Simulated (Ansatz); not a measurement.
## BP: frozen-core PAW against all-electron methods

```xyz
2
Lattice="0.0000 2.2690 2.2917 2.2690 0.0000 2.2917 2.2690 2.2690 0.0000" Properties=species:S:1:pos:R:3 pbc="T T T"
B     0.0000    0.0000    0.0000
P     3.4035    3.4035    3.4375
```

Atom numbers follow the list: B1, P2.

The geometry is COD entry 9008835, unchecked; take it as a test cell. The listed cell was then made from it by scaling, straining or moving an atom.

Levels of theory: DFT, LDA, PAW with Ansatz's default frozen-core files, scalar-relativistic (Ansatz 0.2.0); DFT, LDA, all-electron PAW with datasets made for the crystal, scalar-relativistic (Ansatz 0.2.0); DFT, LDA, all-electron LAPW, scalar-relativistic (Ansatz 0.2.0).

For PAW: a Γ-centred 12×12×12 k mesh, Fermi–Dirac smearing of 0.08 eV, cutoff 420 eV, no spin polarisation; the PAW files were made with PBE, and the program remakes their frozen cores for this functional. The crystal-made all-electron datasets (AE datasets) take a cutoff of 280 eV at this cell. LAPW targets a basis error of 0.5 meV/atom. The Ansatz runs share mesh, smearing and spin set-up. Plane-wave (PAW) pressures include the program's estimate of the Pulay term.

Stress and pressure are positive in compression.

| quantity | PAW | AE datasets | LAPW |
| --- | --- | --- | --- |
| pressure (GPa) | -6.75 | -6.77 | -6.77 |
| stress xx (GPa) | -5.86 | -5.88 | -5.88 |
| stress zz (GPa) | -8.53 | -8.55 | -8.55 |
| band gap (eV) | 1.122 | 1.123 | 1.123 |
| field gradient Vzz at P2 (10²¹ V/m²) | 0.05 | 0.05 | – |
